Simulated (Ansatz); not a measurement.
An Ansatz input:

```yaml
crystal:
  lattice:
    - [2.7954900278, 0.0, 0.0]
    - [0.0, 2.7954900278, 0.0]
    - [0.0, 0.0, 2.7954900278]
  atoms:
    - { symbol: Mn, position: [0.0, 0.0, 0.0], spin: 3.0 }
    - { symbol: Mn, position: [0.5, 0.5, 0.5], spin: -3.0 }
hamiltonian:
  xc: lda
  pseudopotentials:
    kind: paw
    azcp:
      Mn: "pseudopotentials/Mn.paw.azcp"
basis:
  ecutwfc: 420
  fft_grid_basis: typed
kpoints:
  mp_grid: { grid: [13, 13, 13], shift: [0, 0, 0] }
magnetization:
  spin_polarized: true
scf:
  occupations: { method: fermi_dirac, width: 0.05 }
  lower_state_search: "off"
output:
  stress: true
```

Terminal output

```
Warning: the record states the generating functional pbe (its physics header spells it `PBE`), which answers neither for hamiltonian.xc's functional nor for the lda family's — results may be inconsistent (PPs are generated against a specific XC)
Engine: ansatz 0.2.0, aarch64-unknown-linux-gnu
Pseudopotentials: kind: paw
Pseudopotential: Mn, paw, valence charge 15, recommended cutoff 420 eV (normal) 
Functional definition: SPW92
  exchange = slater_x
  correlation = pw_c
Crystal: 2 atoms, lattice volume = 21.846 Å³
Basis set: ecut = 420 eV, 437 PW (Γ)
Bands: 22, of which v1, the nominal top of the filled ones, is band 15 counted from 1 (14 counted from 0)
Symmetry: 48 space group operations
Space group: Pm-3m (ITA 221), of the structure as read, at distance tolerance 2.8e-5 Å
Magnetic group: BNS 221.97 (UNI 1599), of the structure as read, at distance tolerance 2.8e-5 Å
k-points: 84 of 2197
Non-local potential: Mn, projectors of the file, l = 0: 3, l = 1: 2, l = 2: 3, l = 3: 1
PAW form: soft (Blöchl's): semilocal exchange-correlation on the pseudo side does not see the compensation charge
PAW frozen core: Mn, regenerated for the run's functional, and the local potential with it (the file was generated under x = pbe(κ = 0.804, μ = 0.2195149727645171), c = pbe(β = 0.06672455060314922))
PAW one-centre angular grid: Mn, 590 points (default); XC on 64 Gauss nodes
Initial density: superposition of atomic densities (chi_scale 0.1, normalization cell)
Starting moments: Σ|m| = 6 μB on 2 of 2 sites
Starting magnetic order: antiferromagnet; a translation exchanges its spin sublattices: spin-degenerate at every k-point
Initial wavefunctions: pseudopotential atomic-orbital guess
Functional: x = slater, c = lda
SCF iter   1: F=—  HF=-7682.186607 eV  |F-HF|=—  |Δ(HF+E_count)|=         —  Δρ=9.59e-2 (↑9.59e-2 ↓9.59e-2)  dr2=1.66e0  dr2_m=1.29e0  M=0.000 μB ∫|m|=4.179 μB  β_m=0.30  ethr=3.10e-3  ⟨swp⟩=3.8  Hψ=6671  notcnv=0
Mixer restart at iter 1: flushing history
spin-set hold released at iteration 1 (the charge has settled, or the pull on large starting moments outlasts its swing): the magnetisation degrees of freedom join the quasi-Newton model from the next iteration; the mixer history was flushed
SCF iter   2: F=—  HF=-7681.911698 eV  |F-HF|=—  |Δ(HF+E_count)|=   2.75e-1  Δρ=6.31e-2 (↑6.31e-2 ↓6.31e-2)  dr2=3.51e-1  dr2_m=6.89e-1  M=0.000 μB ∫|m|=4.096 μB  β_m=0.54  ethr=3.10e-3  ⟨swp⟩=2.7  Hψ=3232  notcnv=0  defer=51
SCF iter   3: F=—  HF=-7681.985569 eV  |F-HF|=—  |Δ(HF+E_count)|=   7.39e-2  Δρ=4.62e-2 (↑4.62e-2 ↓4.62e-2)  dr2=1.75e-1  dr2_m=3.71e-1  M=0.000 μB ∫|m|=3.523 μB  β_m=0.43  ethr=1.17e-3  ⟨swp⟩=2.4  Hψ=2400  notcnv=0  defer=51
SCF iter   4: F=—  HF=-7682.075415 eV  |F-HF|=—  |Δ(HF+E_count)|=   8.98e-2  Δρ=2.59e-2 (↑2.59e-2 ↓2.59e-2)  dr2=3.93e-3  dr2_m=1.32e-1  M=0.000 μB ∫|m|=2.735 μB  β_m=0.09  ethr=5.84e-4  ⟨swp⟩=3.4  Hψ=4003  notcnv=0  defer=49
...
SCF iter  17: F=—  HF=-7682.295639 eV  |F-HF|=—  |Δ(HF+E_count)|=   3.52e-6  Δρ=1.61e-4 (↑1.61e-4 ↓1.61e-4)  dr2=7.94e-6  dr2_m=1.37e-6  M=0.000 μB ∫|m|=0.004 μB  β_m=0.95  ethr=2.80e-7  ⟨swp⟩=2.2  Hψ=2282  notcnv=0  defer=10
SCF iter  18: F=—  HF=-7682.295638 eV  |F-HF|=—  |Δ(HF+E_count)|=   8.42e-7  Δρ=1.90e-5 (↑1.90e-5 ↓1.90e-5)  dr2=1.67e-7  dr2_m=2.10e-9  M=0.000 μB ∫|m|=0.000 μB  β_m=0.93  ethr=2.65e-8  ⟨swp⟩=2.3  Hψ=2454  notcnv=0  defer=10
iter 19 did not close the SCF: its close was put off for a magnetic moment that had not settled (scf_convergence_deferred on its scf_iter line)
SCF iter  19: F=-7682.295638 eV  HF=-7682.295638 eV  |F-HF|=3.19e-9  |Δ(HF+E_count)|=   3.87e-8  Δρ=2.80e-6 (↑2.80e-6 ↓2.80e-6)  dr2=3.79e-9  dr2_m=1.93e-10  M=0.000 μB ∫|m|=0.000 μB  β_m=0.78  ethr=3.33e-10  ⟨swp⟩=4.0  Hψ=5892  notcnv=0
SCF iter  20: F=-7682.295638 eV  HF=-7682.295638 eV  |F-HF|=4.55e-12  |Δ(HF+E_count)|=  6.55e-10  Δρ=1.04e-7 (↑1.04e-7 ↓1.04e-7)  dr2=1.38e-12  dr2_m=1.24e-12  M=0.000 μB ∫|m|=0.000 μB  ethr=1.26e-11  ⟨swp⟩=1.7  Hψ=4822  notcnv=0
WARN: the starting moments were not kept: the SCF closed with an absolute magnetisation of 7.5e-7 μB, where they sum to 6 μB in size (2 sites). That is at most 0.1 of that sum. Measured as dr2_m measures the in/out step, that magnetisation stands 5.2e-13 eV from none, at or under the dr2_threshold of 1.0e-7 eV: it is no larger than a step whose dr2_m would equal this threshold. The system may hold no moment; this SCF shows only that its start led to no more than that. To try another start: raise the starting moments (crystal.atoms[].spin, magnetization.per_species, magnetization.initial_magnetization, or on a non-collinear deck that types none of these the spinor_matrix: blocks that start its atoms; where the total moment is fixed, keep their sum and leave initial_magnetization as it is; typed ones take the place of any that the run laid by itself, positive ones on a crystal's lanthanoids without a Hubbard term where scf.initial_density.shell_occupations: [] is typed) or, if the notice of its spin-set hold's release reads "site moments contracting" or "site moments show no strong build", lengthen the hold (scf.mixing.spin_hold: { on: { confirm: 4 } }; for m-r²SCAN on two components see the key's manual first). Each may lead to a state that holds a moment. A second SCF, from the converged charge density, with the starting moments and any scf.initial_density.shell_occupations laid on it anew, would have followed, and was not run: the deck does not ask for one (magnetization.retry_lost_moments is false, the default). To let it run, set magnetization.retry_lost_moments: true and run the deck again, where that key's refused combinations let it; where memory then withholds it, that run's warning says so.
SCF 1 converged in 20 iterations: F = -7682.295638 eV  dr2 = 1.38e-12
SCF converged after 20 iterations
Magnetization: 0.0000 μB (15.0000 up, 15.0000 down)
Absolute magnetization: 0.0000 μB (∫|ρ↑−ρ↓|, with the PAW one-centre terms)
Spin contamination: 0.0000 ħ² per cell (⟨S²⟩ above its minimum at these occupations)
Per-site moments (μB) at R_I (Å): [(-3.361742099959679e-7, 0.9986482192916074), (3.361742099959679e-7, 0.9986482192916074)]
Free energy (F): -7682.295638 eV
Harris-Foulkes:  -7682.295638 eV  (|F-HF|=4.55e-12)
Internal energy: -7682.257100 eV  (E = F + TS)
E sigma→0 (E₀):  -7682.276369 eV
Entropy (-TS):   -0.038538 eV (-19.269 meV/atom)
Fermi energy:    19.891727 eV
--- Per-component energies (eV) ---
  E_band       = -330.434494
  E_kinetic    = 616.295681
  E_local      = -3165.126210  (includes V_loc(G=0)·N_el)
  E_nonlocal   = 481.836078
  E_hartree    = 1309.210012
  E_xc         = -230.106473
  E_vxc        = -296.191270  (∫ρ·V_xc dr)
  E_paw        = -2477.331125  (= ΣΔE_a)
  E_vpaw       = -585.668851  (= ΣTr[D̂ρ^β])
  E_aug_tail   = -0.000018  (compensation charges beyond the density's cutoff)
  E_ewald      = -4217.802949
  E_core_change = 0.767906  (= ΣΔE_core)
  E_smearing   = -0.038538  (= −TS)
  E_closure    = -0.000000  (closes the sum)
  Σ components = -7682.295638   (vs F -7682.295638, Δ=0.00e0)
--- Stress (GPa, compression-positive) ---
      -21.456333      -0.000000      -0.000000
       -0.000000     -21.456333       0.000000
        0.000000       0.000000     -21.456333
  P = ⅓ Tr σ = -21.4563 GPa (-214.563 kbar)
```
